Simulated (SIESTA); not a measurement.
# Sb2Pt (Geversite) under changes of volume

One of the cells (22.281 Å³/atom); the others are scaled copies at fixed shape and fractional positions:

```
CELL_PARAMETERS angstrom
6.44230 0.00000 0.00000
0.00000 6.44230 0.00000
0.00000 0.00000 6.44230
ATOMIC_POSITIONS crystal
Pt 0.00000 0.50000 0.50000
Pt 0.50000 0.50000 0.00000
Pt 0.50000 0.00000 0.50000
Pt 0.00000 0.00000 0.00000
Sb 0.37530 0.12470 0.87530
Sb 0.12470 0.87530 0.37530
Sb 0.87530 0.37530 0.12470
Sb 0.62470 0.62470 0.62470
Sb 0.62470 0.87530 0.12470
Sb 0.87530 0.12470 0.62470
Sb 0.12470 0.62470 0.87530
Sb 0.37530 0.37530 0.37530
```

| Property | Result |
| --- | --- |
| Program | SIESTA 5.4.2 |
| Functional | LDA |
| Potentials or basis | PseudoDojo 0.4 standard (LDA files) |
| Basis | DZP (energy shift 0.003 Ry; two zetas on semicore shells) |
| Grid cutoff | 800 Ry |
| Energy shift | 0.003 Ry |
| k mesh | 3 × 3 × 3 |
| Occupations | fermi-dirac, width 0.05 eV |
| Spin | no spin polarisation |

| volume (Å³/atom) | energy over the lowest point (meV/atom) | pressure (GPa) | largest force (eV/Å) |
| --- | --- | --- | --- |
| 20.944 | 50.51 | 11.0 | 0.179 |
| 21.390 | 25.04 | 7.5 | 0.158 |
| 21.836 | ? | ? | ? |
| 22.281 | 0.73 | 1.5 | 0.119 |
| 22.727 | 0.00 | -0.9 | 0.100 |
| 23.173 | 5.83 | -3.1 | 0.082 |
| 23.618 | 17.50 | -5.1 | 0.064 |

What does the run at 21.836 Å³/atom give?

Energy over the lowest point 8.78 meV/atom; pressure 4.3 GPa; largest force 0.139 eV/Å.

Worked out: A Birch-Murnaghan fit of order 3 (a polynomial in V^(-2/3)) to the other rows has its minimum at 22.55 Å³/atom with B0 = V·E''(V) = 125 GPa and B' = 4.7 at fixed shape and positions, which overstates the stiffness. It gives 8.77 meV/atom at 21.836 Å³/atom, against the run's 8.78, and -dE/dV = 4.3 GPa, against 4.3.

Energies are extrapolated to zero smearing.

Caveats: short orbitals over semicore shells can move pressures by several GPa; the basis of atomic orbitals isn't converged, which shifts pressures, moduli and gaps.
